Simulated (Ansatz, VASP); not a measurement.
# Ta: VASP beside Ansatz

INCAR

```
  PREC = Accurate
  ENCUT = 520
  EDIFF = 1E-7
  ISMEAR = -1
  SIGMA = 0.05
  LREAL = False
  LASPH = True
  NELM = 100
  ALGO = Normal
  ISIF = 2
  LWAVE = False
  LCHARG = True
  GGA = PE
  LELF = True
  LVHAR = True
  NBANDS = 18
```

The input KPOINTS:

```
regular mesh
0
Gamma
  11 11 5
```

Contents of POSCAR:

```
Ta
1.0
    2.8611730502      0.0000000000      0.0000000000
   -1.4305865251      2.4778485461      0.0000000000
    0.0000000000      0.0000000000      5.0964509272
Ta
2
Direct
    0.3333333333      0.6666666667      0.2500000000
    0.6666666667      0.3333333333      0.7500000000
```

input.yaml

```yaml
crystal:
  lattice:
    - [2.8611730502, 0.0, 0.0]
    - [-1.4305865251, 2.4778485461, 0.0]
    - [0.0, 0.0, 5.0964509272]
  atoms:
    - { symbol: Ta, position: [0.3333333333, 0.6666666667, 0.25] }
    - { symbol: Ta, position: [0.6666666667, 0.3333333333, 0.75] }
hamiltonian:
  xc: pbe
  pseudopotentials: { kind: paw, azcp: { folder: soft_1 } }
kpoints:
  mp_grid: { grid: [11, 11, 5] }
scf:
  occupations: { method: fermi_dirac, width: 0.05 }
output:
  forces: true
  stress: true
  eigenvalues: true
```

This isn't the form of Ta at room conditions, which is bcc.

Alike in both runs: task single point; functional PBE; k mesh 11 × 11 × 5; occupations fermi-dirac, width 0.05 eV; no spin polarisation.

|  | VASP | Ansatz |
| --- | --- | --- |
| version | VASP 6.6.1 | Ansatz 0.2.0 |
| potentials or method | VASP PAW PBE potentials, release 64 (Ta_pv) | Ansatz PAW soft_1 |
| plane-wave cutoff (eV) | 520 | 420 |
| valence electrons in the cell | 22 | 26 |

VASP gave:

- gap on the k mesh at the Fermi level (eV): none
- pressure (GPa): 7.4
- largest component of the traceless stress (GPa): 0.11

Which values does Ansatz return?

gap on the k mesh at the Fermi level (eV): none; pressure (GPa): 7.3; largest component of the traceless stress (GPa): 0.13.

A gap of «none» marks a metal or a gap that the smearing closes. The functional is the same, so the differences come from potentials, cutoffs and numerics. The two sets of potentials don't hold the same shells in valence.

The runs have no spin-orbit coupling, so splittings on Ta are missing.
